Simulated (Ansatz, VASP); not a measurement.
# CaH: VASP beside Ansatz

The input INCAR:

```
SYSTEM = CaH
PREC = Accurate
ENCUT = 600
EDIFF = 1E-7
ISMEAR = 0
SIGMA = 0.1
LREAL = .FALSE.
LASPH = .TRUE.
NELM = 100
ALGO = Normal
ISIF = 3
LWAVE = .FALSE.
LCHARG = .FALSE.
GGA = PE
IBRION = 2
NSW = 100
EDIFFG = -0.01
```

File KPOINTS:

```
regular mesh
0
G
  18 18 18
  0 0 0
```

File POSCAR:

```
CaH
1.0
    1.8192399534      1.0503386768      2.9709122198
   -1.8192399534      1.0503386768      2.9709122198
    0.0000000000     -2.1006773536      2.9709122198
Ca H
1 1
Direct
    0.5000000000      0.5000000000      0.5000000000
    0.0000000000      0.0000000000      0.0000000000
```

Input for Ansatz:

```yaml
crystal:
  lattice:
    - [1.8192399534, 1.0503386768, 2.9709122198]
    - [-1.8192399534, 1.0503386768, 2.9709122198]
    - [0.0, -2.1006773536, 2.9709122198]
  atoms:
    - { symbol: Ca, position: [0.5, 0.5, 0.5] }
    - { symbol: H, position: [0.0, 0.0, 0.0] }
basis:
  ecutwfc: 420
kpoints:
  mp_grid: { grid: [18, 18, 18] }
hamiltonian:
  xc: pbe
scf:
  occupations: { method: gaussian, width: 0.1 }
output:
  forces: true
  stress: true
  eigenvalues: true
relax:
  adjacent_minimum: "off"
  f_tol: 0.01
  max_steps: 80
  cell: { stress_tol: 0.05 }
```

Alike in both runs: task relaxation of cell and atoms; functional PBE; k mesh 18 × 18 × 18; occupations gaussian, width 0.1 eV; no spin polarisation.

```csv
,VASP,Ansatz
version,VASP 6.6.1,Ansatz 0.2.0
potentials or method,"VASP PAW PBE potentials, release 64 (Ca_sv, H)","scalar-relativistic, plane waves, PAW"
plane-wave cutoff (eV),600,420
valence electrons in the cell,11,11
```

```tsv
	VASP	Ansatz	Ansatz less VASP
gap on the k mesh at the Fermi level, each at its own relaxed structure (eV)	none	none	-
relaxed volume (Å³/atom)	17.03	17.03	0.000
relaxed cell length with the largest relative difference (Å)	3.639	3.639	0.0000
```

A gap of «none» marks a metal or a gap that the smearing closes. Ansatz warned: «near_symmetry_operations_not_taken».

Caveats: the relaxation stopped at its first step, so nothing moved.
